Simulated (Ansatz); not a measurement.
**Phonon dispersion of Mo at 0.98 times its equilibrium volume**

Level of theory: Ansatz 0.2.0, DFT PBE, scalar-relativistic, plane waves, PAW. Plane waves to 420 eV; Γ-centred k mesh 20×20×20; Fermi-Dirac smearing of 0.15 eV. No spin polarisation. Phonons by linear response, acoustic sum rule imposed.

The cell, relaxed in shape and atoms at 0.98 times its equilibrium volume:
```yaml
crystal:
  lattice:
    - [-1.57010, 1.57010, 1.57010]
    - [1.57010, -1.57010, 1.57010]
    - [1.57010, 1.57010, -1.57010]
  atoms:
    - { symbol: Mo, position: [0.00000, 0.00000, 0.00000] }
```

In a metal, frequencies and elastic constants depend on the k mesh and the smearing, soft modes and shear constants most. The q mesh is coarse, so values between its points are rough.

Force constants from linear response on a 2×2×2 q mesh.

(1) Is the structure dynamically stable on this mesh?

(2) Give the frequencies (cm⁻¹; i marks imaginary ones) at the irreducible q points, in fractions of the reciprocal vectors.

Answers

(1) Yes, on this mesh: no mode is imaginary.

(2)
| q | star | frequencies |
| --- | --- | --- |
| 0.000 0.000 0.000 | 1 | 0 0 0 |
| 0.000 0.000 -0.500 | 6 | 153 193 269 |
| -0.500 -0.500 -0.500 | 1 | 181 181 181 |

Cost: 1 run of about 0.9 core-minutes, on Intel Xeon Platinum 8488C (Sapphire Rapids) (shared hosts).